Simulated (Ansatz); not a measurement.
# Converging the field response of a LiCl (001) film, part 2 of 3

Aim: a convergence study of the equivalent conductor thickness of a LiCl (001) film, with the cost of each setting.

Ansatz 0.2.0; plane-wave DFT, PBE, Ansatz PAW (the session's first sound run).

So far, equivalent conductor thickness p/(ε₀AE) (Å): step 2 (single point, setting first choice) 8.85; step 6 (single point, box 28.3 Å (run 2)) 9.33; step 7 (run, box 28.3 Å (run 3)) 8.95; step 8 (single point, box 28.3 Å (run 3)) 8.85; step 9 (run, box 28.3 Å (run 4)) 8.85.

## Step 10: Single point, box 20.3 Å

The cell differs from the one that the last finished run ended in (c 28.280 → 20.280 Å).

File input.yaml:

```yaml
crystal:
  lattice:
    - [3.63452886, 0.0, 0.0]
    - [0.0, 3.63452886, 0.0]
    - [0.0, 0.0, 20.28]
  atoms:
    - { symbol: Li, position: [0.5, 0.5, 0.2465483235] }
    - { symbol: Cl, position: [0.0, 0.0, 0.2465483235] }
    - { symbol: Li, position: [0.0, 0.0, 0.3732741617] }
    - { symbol: Cl, position: [0.5, 0.5, 0.3732741617] }
    - { symbol: Li, position: [0.5, 0.5, 0.5] }
    - { symbol: Cl, position: [0.0, 0.0, 0.5] }
    - { symbol: Li, position: [0.0, 0.0, 0.6267258383] }
    - { symbol: Cl, position: [0.5, 0.5, 0.6267258383] }
    - { symbol: Li, position: [0.5, 0.5, 0.7534516765] }
    - { symbol: Cl, position: [0.0, 0.0, 0.7534516765] }
kpoints:
  mp_grid: { grid: [8, 8, 1] }
hamiltonian:
  xc: pbe
scf:
  occupations: { method: fixed }
  convergence: { dr2_threshold: 1.0e-10 }
efield:
  axis: 3
  dipole_correction: true
  ramp_position: 0.97
  ramp_width: 0.06
  amplitude: 0.1
output:
  write_potential: true
  write_density: true
  volumetric_format: npy
```

Run with:

```sh
> ansatz run input.yaml --threads 2 --pin off --max-ram 3072MiB --backend cpu --events-out ev --progress --plain --runs-dir out
```

Numbers of over 12 decimals in the logs are rounded to 6 here.

Output:

```text
[...]
Crystal: 10 atoms, lattice volume = 267.895 Å³
Basis set: ecut = 420 eV, 5179 PW (Γ)
Bands: 35, of which v1, the nominal top of the filled ones, is band 25 counted from 1 (24 counted from 0)
Symmetry: 8 space group operations
k-points: 15 of 64
[...]
k-point 0: bands = [... 21 lower, -1.5645, -1.4308, -1.3081, -1.3081, 3.8676, 4.4642, 5.3610, 6.1940, ... 6 higher]
  k-point 1: bands = [... 21 lower, -1.5385, -1.4801, -1.3594, -1.2957, 4.0595, 4.6554, 5.6047, 6.2574, ... 6 higher]
  k-point 2: bands = [... 21 lower, -1.5572, -1.4832, -1.4472, -1.2788, 4.5166, 5.0968, 6.0031, 6.2625, ... 6 higher]
  k-point 14: bands = [... 21 lower, -2.3354, -2.2581, -2.1775, -1.8295, 6.1849, 6.5453, 6.8216, 7.1945, ... 6 higher]
[key lines of the parts left out:]
SCF converged after 11 iterations
Free energy (F): -6438.911165 eV
Fermi energy:    -1.278837 eV
Dipole field:    D = 0.043635 V/Å  (p = 0.064601 e·Å, saw-weighted, corrected)
```

Wall time 4.4 s (2 threads of Intel Xeon 6975P-C (Granite Rapids), shared host); peak memory 0.51 GiB; 8.6 s of CPU time.

The dipole corresponds to a conductor 8.849 Å thick, -0.04 % from the first choice, at 0.71 times its CPU time.

## Step 11: Run, box 24.3 Å

The cell differs from the one that the last finished run ended in (c 20.280 → 24.280 Å).

input.yaml, the sections that differ from step 10:

```yaml
crystal:
  lattice:
    - [3.63452886, 0.0, 0.0]
    - [0.0, 3.63452886, 0.0]
    - [0.0, 0.0, 24.28]
  atoms:
    - { symbol: Li, position: [0.5, 0.5, 0.2883031301] }
    - { symbol: Cl, position: [0.0, 0.0, 0.2883031301] }
    - { symbol: Li, position: [0.0, 0.0, 0.3941515651] }
    - { symbol: Cl, position: [0.5, 0.5, 0.3941515651] }
    - { symbol: Li, position: [0.5, 0.5, 0.5] }
    - { symbol: Cl, position: [0.0, 0.0, 0.5] }
    - { symbol: Li, position: [0.0, 0.0, 0.6058484349] }
    - { symbol: Cl, position: [0.5, 0.5, 0.6058484349] }
    - { symbol: Li, position: [0.5, 0.5, 0.7116968699] }
    - { symbol: Cl, position: [0.0, 0.0, 0.7116968699] }
# kpoints, hamiltonian, scf, efield, output: as in step 10
```

Output:

```text
[...]
Crystal: 10 atoms, lattice volume = 320.734 Å³
Basis set: ecut = 420 eV, 6233 PW (Γ)
Bands: 35, of which v1, the nominal top of the filled ones, is band 25 counted from 1 (24 counted from 0)
Symmetry: 8 space group operations
k-points: 15 of 64
[...]
k-point 0: bands = [... 21 lower, -2.4179, -2.2843, -2.1615, -2.1615, 3.0035, 3.5832, 4.3376, 4.9270, ... 6 higher]
  k-point 1: bands = [... 21 lower, -2.3919, -2.3335, -2.2129, -2.1491, 3.1918, 3.7826, 4.5668, 5.0310, ... 6 higher]
  k-point 2: bands = [... 21 lower, -2.4107, -2.3366, -2.3006, -2.1323, 3.6498, 4.2339, 5.1067, 5.1538, ... 6 higher]
  k-point 14: bands = [... 21 lower, -3.1889, -3.1115, -3.0311, -2.6832, 5.3315, 5.6910, 5.9683, 6.3431, ... 6 higher]
[key lines of the parts left out:]
SCF converged after 10 iterations
Free energy (F): -6438.911371 eV
Fermi energy:    -2.132265 eV
Dipole field:    D = 0.036458 V/Å  (p = 0.064622 e·Å, saw-weighted, corrected)
```

Wall time 5.2 s (2 threads); peak memory 0.57 GiB; 10 s of CPU time.

The dipole corresponds to a conductor 8.852 Å thick, -0.01 % from the first choice, at 0.85 times its CPU time.

## Step 12: Run, box 36.3 Å

The cell differs from the one that the last finished run ended in (c 24.280 → 36.280 Å).

input.yaml, the sections that differ from step 11:

```yaml
crystal:
  lattice:
    - [3.63452886, 0.0, 0.0]
    - [0.0, 3.63452886, 0.0]
    - [0.0, 0.0, 36.28]
  atoms:
    - { symbol: Li, position: [0.5, 0.5, 0.3583241455] }
    - { symbol: Cl, position: [0.0, 0.0, 0.3583241455] }
    - { symbol: Li, position: [0.0, 0.0, 0.4291620728] }
    - { symbol: Cl, position: [0.5, 0.5, 0.4291620728] }
    - { symbol: Li, position: [0.5, 0.5, 0.5] }
    - { symbol: Cl, position: [0.0, 0.0, 0.5] }
    - { symbol: Li, position: [0.0, 0.0, 0.5708379272] }
    - { symbol: Cl, position: [0.5, 0.5, 0.5708379272] }
    - { symbol: Li, position: [0.5, 0.5, 0.6416758545] }
    - { symbol: Cl, position: [0.0, 0.0, 0.6416758545] }
# kpoints, hamiltonian, scf, efield, output: as in step 11
```

Output:

```text
[...]
Crystal: 10 atoms, lattice volume = 479.252 Å³
Basis set: ecut = 420 eV, 9289 PW (Γ)
Bands: 35, of which v1, the nominal top of the filled ones, is band 25 counted from 1 (24 counted from 0)
Symmetry: 8 space group operations
k-points: 15 of 64
[...]
k-point 0: bands = [... 21 lower, -3.8491, -3.7153, -3.5926, -3.5926, 1.5605, 2.1522, 2.3705, 3.0684, ... 6 higher]
  k-point 1: bands = [... 21 lower, -3.8231, -3.7645, -3.6439, -3.5802, 1.7477, 2.3549, 2.5537, 3.2781, ... 6 higher]
  k-point 2: bands = [... 21 lower, -3.8416, -3.7677, -3.7317, -3.5634, 2.2085, 2.8069, 3.0772, 3.7153, ... 6 higher]
  k-point 14: bands = [... 21 lower, -4.6194, -4.5424, -4.4625, -4.1146, 3.9003, 4.2597, 4.5376, 4.9121, ... 6 higher]
[key lines of the parts left out:]
SCF converged after 11 iterations
Free energy (F): -6438.911312 eV
Fermi energy:    -3.563376 eV
Dipole field:    D = 0.024401 V/Å  (p = 0.064625 e·Å, saw-weighted, corrected)
```

Elapsed: 8 s, on 2 threads; peak memory 0.71 GiB.

The dipole corresponds to a conductor 8.853 Å thick, -0.00 % from the first choice, at 1.3 times its CPU time.

## Step 13: Run, box 28.3 Å (run 5)

input.yaml, the sections that differ from step 12:

```yaml
crystal:
  lattice:
    - [3.63452886, 0.0, 0.0]
    - [0.0, 3.63452886, 0.0]
    - [0.0, 0.0, 28.28]
  atoms:
    - { symbol: Li, position: [0.5, 0.5, 0.3182461103] }
    - { symbol: Cl, position: [0.0, 0.0, 0.3182461103] }
    - { symbol: Li, position: [0.0, 0.0, 0.4091230552] }
    - { symbol: Cl, position: [0.5, 0.5, 0.4091230552] }
    - { symbol: Li, position: [0.5, 0.5, 0.5] }
    - { symbol: Cl, position: [0.0, 0.0, 0.5] }
    - { symbol: Li, position: [0.0, 0.0, 0.5908769448] }
    - { symbol: Cl, position: [0.5, 0.5, 0.5908769448] }
    - { symbol: Li, position: [0.5, 0.5, 0.6817538897] }
    - { symbol: Cl, position: [0.0, 0.0, 0.6817538897] }
efield:
  axis: 3
  dipole_correction: true
  ramp_position: 0.97
  ramp_width: 0.06
  amplitude: 0.005
# kpoints, hamiltonian, scf, output: as in step 12
```

Output:

```text
[...]
Crystal: 10 atoms, lattice volume = 373.573 Å³
Basis set: ecut = 420 eV, 7223 PW (Γ)
Bands: 35, of which v1, the nominal top of the filled ones, is band 25 counted from 1 (24 counted from 0)
Symmetry: 8 space group operations
k-points: 15 of 64
[...]
k-point 0: bands = [... 21 lower, -3.0266, -2.9161, -2.8112, -2.8112, 2.6641, 2.7159, 3.7716, 4.1763, ... 6 higher]
  k-point 1: bands = [... 21 lower, -3.0004, -2.9628, -2.8519, -2.8015, 2.8670, 2.9003, 3.9820, 4.3277, ... 6 higher]
  k-point 2: bands = [... 21 lower, -2.9928, -2.9783, -2.9450, -2.7951, 3.3229, 3.3526, 4.5330, 4.5543, ... 6 higher]
  k-point 14: bands = [... 21 lower, -3.8007, -3.7996, -3.4775, -3.4601, 4.8524, 4.9582, 5.3663, 5.7272, ... 6 higher]
[key lines of the parts left out:]
SCF converged after 10 iterations
Free energy (F): -6438.907956 eV
Fermi energy:    -2.795088 eV
Dipole field:    D = 0.001565 V/Å  (p = 0.003231 e·Å, saw-weighted, corrected)
```

Elapsed: 6 s, on 2 threads; peak memory 0.61 GiB.

The dipole corresponds to a conductor 8.851 Å thick, -0.01 % from the first choice, at 0.97 times its CPU time.

## Step 14: Run, box 28.3 Å (run 6)

input.yaml: that of step 13 with these lines changed.

```diff
@@ -28,3 +28,3 @@
   ramp_width: 0.06
-  amplitude: 0.005
+  amplitude: 0.03
 output:
```

Output:

```text
[...]
Crystal: 10 atoms, lattice volume = 373.573 Å³
Basis set: ecut = 420 eV, 7223 PW (Γ)
Bands: 35, of which v1, the nominal top of the filled ones, is band 25 counted from 1 (24 counted from 0)
Symmetry: 8 space group operations
k-points: 15 of 64
[...]
k-point 0: bands = [... 21 lower, -3.0272, -2.9144, -2.8077, -2.8077, 2.5986, 2.7794, 3.7365, 4.1638, ... 6 higher]
  k-point 1: bands = [... 21 lower, -3.0011, -2.9613, -2.8494, -2.7977, 2.7923, 2.9731, 3.9442, 4.3193, ... 6 higher]
  k-point 2: bands = [... 21 lower, -3.0021, -2.9658, -2.9460, -2.7900, 3.2479, 3.4259, 4.4854, 4.5524, ... 6 higher]
  k-point 14: bands = [... 21 lower, -3.8008, -3.7824, -3.5211, -3.4167, 4.8312, 4.9784, 5.3654, 5.7275, ... 6 higher]
[key lines of the parts left out:]
SCF converged after 10 iterations
Free energy (F): -6438.908238 eV
Fermi energy:    -2.789989 eV
Dipole field:    D = 0.009391 V/Å  (p = 0.019387 e·Å, saw-weighted, corrected)
```

Run time: 6 s. Hardware: 2 threads; peak memory 0.61 GiB; 12 s of CPU time.

The dipole corresponds to a conductor 8.852 Å thick, -0.01 % from the first choice, at 0.98 times its CPU time.

## Step 15: Run, box 28.3 Å (run 7)

input.yaml: that of step 14 with these lines changed.

```diff
@@ -28,3 +28,3 @@
   ramp_width: 0.06
-  amplitude: 0.03
+  amplitude: 0.3
 output:
```

Output:

```text
[...]
Crystal: 10 atoms, lattice volume = 373.573 Å³
Basis set: ecut = 420 eV, 7223 PW (Γ)
Bands: 35, of which v1, the nominal top of the filled ones, is band 25 counted from 1 (24 counted from 0)
Symmetry: 8 space group operations
k-points: 15 of 64
[...]
k-point 0: bands = [... 21 lower, -2.9819, -2.7603, -2.5647, -2.5647, 1.6566, 2.4424, 3.4593, 3.7975, ... 6 higher]
  k-point 1: bands = [... 21 lower, -2.9493, -2.8027, -2.6602, -2.5443, 1.8346, 2.6287, 3.6950, 3.9967, ... 6 higher]
  k-point 2: bands = [... 21 lower, -2.9833, -2.8684, -2.7047, -2.5010, 2.3194, 3.1247, 4.1554, 4.3959, ... 6 higher]
  k-point 14: bands = [... 21 lower, -3.8020, -3.8020, -3.5535, -2.9504, 4.3470, 5.2788, 5.3302, 5.5788, ... 6 higher]
[key lines of the parts left out:]
SCF converged after 11 iterations
Free energy (F): -6438.937034 eV
Fermi energy:    -2.467965 eV
Dipole field:    D = 0.093944 V/Å  (p = 0.193947 e·Å, saw-weighted, corrected)
```

Elapsed: 6.3 s, on 2 threads; peak memory 0.61 GiB.

The dipole corresponds to a conductor 8.856 Å thick, +0.04 % from the first choice, at 1.0 times its CPU time.

## Step 16: Single point, box 28.3 Å (run 4)

input.yaml: that of step 15 with these lines changed.

```diff
@@ -22,3 +22,3 @@
   occupations: { method: fixed }
-  convergence: { dr2_threshold: 1.0e-10 }
+  convergence: { dr2_threshold: 0.0001 }
 efield:
@@ -28,3 +28,3 @@
   ramp_width: 0.06
-  amplitude: 0.3
+  amplitude: 0.1
 output:
```

Output:

```text
[...]
Crystal: 10 atoms, lattice volume = 373.573 Å³
Basis set: ecut = 420 eV, 7223 PW (Γ)
Bands: 35, of which v1, the nominal top of the filled ones, is band 25 counted from 1 (24 counted from 0)
Symmetry: 8 space group operations
k-points: 15 of 64
[...]
k-point 0: bands = [... 21 lower, -3.0300, -2.8963, -2.7736, -2.7736, 2.3842, 2.9723, 3.4741, 4.1182, ... 6 higher]
  k-point 1: bands = [... 21 lower, -3.0040, -2.9456, -2.8249, -2.7612, 2.5717, 3.1741, 3.6712, 4.2857, ... 6 higher]
  k-point 2: bands = [... 21 lower, -3.0227, -2.9487, -2.9126, -2.7444, 3.0314, 3.6259, 4.1902, 4.5367, ... 6 higher]
  k-point 14: bands = [... 21 lower, -3.8014, -3.7233, -3.6429, -3.2951, 4.7196, 5.0789, 5.3559, 5.7309, ... 6 higher]
[key lines of the parts left out:]
SCF converged after 7 iterations
Free energy (F): -6438.911179 eV
Fermi energy:    -2.744360 eV
Dipole field:    D = 0.031295 V/Å  (p = 0.064608 e·Å, saw-weighted, corrected)
```

The job ended after 5.7 s (2 threads; peak memory 0.6 GiB).

The dipole corresponds to a conductor 8.850 Å thick, -0.03 % from the first choice, at 0.92 times its CPU time.

## Step 17: Single point, box 28.3 Å (run 5)

input.yaml: that of step 16 with these lines changed.

```diff
@@ -22,3 +22,3 @@
   occupations: { method: fixed }
-  convergence: { dr2_threshold: 0.0001 }
+  convergence: { dr2_threshold: 1.0e-06 }
 efield:
```

Output:

```text
[...]
Crystal: 10 atoms, lattice volume = 373.573 Å³
Basis set: ecut = 420 eV, 7223 PW (Γ)
Bands: 35, of which v1, the nominal top of the filled ones, is band 25 counted from 1 (24 counted from 0)
Symmetry: 8 space group operations
k-points: 15 of 64
[...]
k-point 0: bands = [... 21 lower, -3.0300, -2.8963, -2.7736, -2.7736, 2.3842, 2.9723, 3.4741, 4.1182, ... 6 higher]
  k-point 1: bands = [... 21 lower, -3.0040, -2.9456, -2.8249, -2.7612, 2.5717, 3.1741, 3.6712, 4.2857, ... 6 higher]
  k-point 2: bands = [... 21 lower, -3.0227, -2.9487, -2.9126, -2.7444, 3.0314, 3.6259, 4.1902, 4.5366, ... 6 higher]
  k-point 14: bands = [... 21 lower, -3.8015, -3.7233, -3.6429, -3.2951, 4.7196, 5.0789, 5.3559, 5.7309, ... 6 higher]
[key lines of the parts left out:]
SCF converged after 7 iterations
Free energy (F): -6438.911179 eV
Fermi energy:    -2.744357 eV
Dipole field:    D = 0.031296 V/Å  (p = 0.064610 e·Å, saw-weighted, corrected)
```

Wall time 5.7 s (2 threads); peak memory 0.6 GiB.

The dipole corresponds to a conductor 8.850 Å thick, -0.03 % from the first choice, at 0.93 times its CPU time.

## Step 18: Single point, box 28.3 Å (run 6)

input.yaml: that of step 17 with these lines changed.

```diff
@@ -22,3 +22,3 @@
   occupations: { method: fixed }
-  convergence: { dr2_threshold: 1.0e-06 }
+  convergence: { dr2_threshold: 1.0e-08 }
 efield:
```

Output:

```text
[...]
Crystal: 10 atoms, lattice volume = 373.573 Å³
Basis set: ecut = 420 eV, 7223 PW (Γ)
Bands: 35, of which v1, the nominal top of the filled ones, is band 25 counted from 1 (24 counted from 0)
Symmetry: 8 space group operations
k-points: 15 of 64
[...]
k-point 0: bands = [... 21 lower, -3.0300, -2.8963, -2.7736, -2.7736, 2.3835, 2.9720, 3.4745, 4.1185, ... 6 higher]
  k-point 1: bands = [... 21 lower, -3.0040, -2.9455, -2.8249, -2.7612, 2.5710, 3.1738, 3.6717, 4.2861, ... 6 higher]
  k-point 2: bands = [... 21 lower, -3.0227, -2.9487, -2.9126, -2.7443, 3.0307, 3.6256, 4.1907, 4.5370, ... 6 higher]
  k-point 14: bands = [... 21 lower, -3.8014, -3.7232, -3.6431, -3.2952, 4.7196, 5.0790, 5.3560, 5.7310, ... 6 higher]
[key lines of the parts left out:]
SCF converged after 9 iterations
Free energy (F): -6438.911179 eV
Fermi energy:    -2.744334 eV
Dipole field:    D = 0.031303 V/Å  (p = 0.064626 e·Å, saw-weighted, corrected)
```

Run time: 5.8 s. Hardware: 2 threads; peak memory 0.61 GiB; 11 s of CPU time.

The dipole corresponds to a conductor 8.853 Å thick, -0.00 % from the first choice, at 0.95 times its CPU time.

## Step 19: Run, box 28.3 Å (run 8)

This step: plane-wave DFT, LDA, Ansatz PAW (Ansatz 0.2.0).

input.yaml: that of step 18 with these lines changed.

```diff
@@ -19,6 +19,6 @@
 hamiltonian:
-  xc: pbe
+  xc: lda
 scf:
   occupations: { method: fixed }
-  convergence: { dr2_threshold: 1.0e-08 }
+  convergence: { dr2_threshold: 1.0e-10 }
 efield:
```

Output:

```text
[...]
Crystal: 10 atoms, lattice volume = 373.573 Å³
Basis set: ecut = 420 eV, 7223 PW (Γ)
Bands: 35, of which v1, the nominal top of the filled ones, is band 25 counted from 1 (24 counted from 0)
Symmetry: 8 space group operations
k-points: 15 of 64
[...]
k-point 0: bands = [... 21 lower, -3.2423, -3.1058, -2.9806, -2.9806, 2.1545, 2.6692, 3.3693, 3.7493, ... 6 higher]
  k-point 1: bands = [... 21 lower, -3.2146, -3.1561, -3.0317, -2.9672, 2.3556, 2.8874, 3.5688, 3.8638, ... 6 higher]
  k-point 2: bands = [... 21 lower, -3.2316, -3.1556, -3.1238, -2.9488, 2.8014, 3.3334, 4.0007, 4.1079, ... 6 higher]
  k-point 14: bands = [... 21 lower, -4.0358, -3.9614, -3.8622, -3.5239, 4.3108, 4.6591, 4.9134, 5.2590, ... 6 higher]
[key lines of the parts left out:]
SCF converged after 10 iterations
Free energy (F): -6246.677519 eV
Fermi energy:    -2.948784 eV
Dipole field:    D = 0.031718 V/Å  (p = 0.065481 e·Å, saw-weighted, corrected)
```

Run time: 6 s. Hardware: 2 threads; peak memory 0.6 GiB.

The dipole corresponds to a conductor 8.970 Å thick, +1.32 % from the first choice, at 0.98 times its CPU time.

(Continued in part 3 of 3.)

[Logs are printed without paths, hosts, clocks, repeated set-up lines and the standing remarks that a program may print on its own settings, such as how far it seeks lower states.]

[Hosts, paths, dates, database ids (printed as entryN), source tags and the programs' standing remarks are cut or masked in the printed files.]

[Maps of the electrostatic potential energy from Ansatz leave out the sawtooth potential of an applied field or a dipole correction, so their vacuum need not be flat; planar profiles and work functions include it.]
